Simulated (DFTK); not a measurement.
Runs of DFTK 0.8.2 on HfN. It takes space group Fm-3m (No. 225, cubic). Conventional cell: a = 4.512 Å, b = 4.512 Å, c = 4.512 Å, α = 90.00°, β = 90.00°, γ = 90.00°. Hf (site symmetry m-3m) is surrounded by 6 N at 2.26 Å. Around N (site symmetry m-3m) lie 6 Hf at 2.26 Å. 

| task | level | potentials or basis | k mesh | cutoff (eV) | valence electrons | gap on the mesh (eV) | pressure (GPa) |
| --- | --- | --- | --- | --- | --- | --- | --- |
| band structure | BJ06 | SG15 1.2 (PBE) | 8 × 8 × 8 | 1225 | Hf 26, N 5 | none | - |
| band structure | LDA | SG15 1.2 (PBE) | 8 × 8 × 8 | 1225 | Hf 26, N 5 | none | -12.1 |
| band structure | PBEsol | SG15 1.2 (PBE) | 8 × 8 × 8 | 1225 | Hf 26, N 5 | none | -1.6 |
| band structure | TPSS | SG15 1.2 (PBE) | 8 × 8 × 8 | 1225 | Hf 26, N 5 | none | (c) |
| band structure | PBE | SG15 1.2 (PBE) | 8 × 8 × 8 | 1225 | Hf 26, N 5 | none | 7.0 |
| band structure | LDA | cp2k.nc.sr.lda.v0_1.semicore.gth (LDA, GTH) | 9 × 9 × 9 | 2231 | Hf 12, N 5 | none | (b) |
| band structure | BLYP | SG15 1.2 (PBE) | 8 × 8 × 8 | 1225 | Hf 26, N 5 | none | 12.6 |
| band structure | WC | SG15 1.2 (PBE) | 8 × 8 × 8 | 1225 | Hf 26, N 5 | none | (a) |
| single point | r2SCAN | SG15 1.2 (PBE) | 10 × 10 × 10 | 1225 | Hf 26, N 5 | none | -7.6 |
| single point | PBEsol | SG15 1.2 (PBE) | 10 × 10 × 10 | 1225 | Hf 26, N 5 | none | -1.8 |
| band structure | AM05 | SG15 1.2 (PBE) | 8 × 8 × 8 | 1225 | Hf 26, N 5 | none | -2.1 |

Alike in all rows: no spin polarisation; cell as given; smearing fermi-dirac 0.05 eV.

Q: Estimate the missing entries.

A: (a) -0.8; (b) -10.9; (c) 6.9.

Caveats: the potentials were made for another functional, which shifts forces and pressure (some runs); spin-orbit coupling is left out, which moves the levels of the heavy elements (some runs); the program leaves the constant c of mgga_x_tb09 at 1, so the potential is Becke-Johnson's (BJ06) and not Tran and Blaha's, with levels but no total energy (some runs); the program warned that the kinetic-energy density falls under its von Weizsäcker bound, which can give unphysical results (some runs); GTH potentials come without recommended cutoffs, and this one wasn't checked for convergence (some runs).

A k mesh can miss the band edges, and the runs leave out spin-orbit coupling on Hf.

A gap of «none» marks a metal or a gap under the smearing width.
